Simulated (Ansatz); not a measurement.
System: α-phase Li3N. Method: HSE06 in Ansatz (PAW).

Numerical settings: plane-wave cutoff 460 eV, 9×9×8 k mesh (along the axes of the cell as run), Fermi–Dirac smearing 0.01 eV, scalar-relativistic PAW data made under PBE.

Computed at the level's own relaxed cell.

```
Li3N
1.0
    1.79731    -3.11304     0.00000
    1.79731     3.11304     0.00000
    0.00000     0.00000     3.84006
Li N
3 1
Direct
  0.33333   0.66667   0.00000
  0.66667   0.33333   0.00000
  0.00000   0.00000   0.50000
  0.00000   0.00000   0.00000
```

Q: List the 5 lowest band energies at Γ above −25 eV (eV, relative to the valence band maximum), grouping those that round alike.

A: At Γ: -12.80, -1.70, -0.23 (×2), 2.04.

Note: the run warned that its exchange threshold was loose for the stress.

Ansatz is a first-principles code.
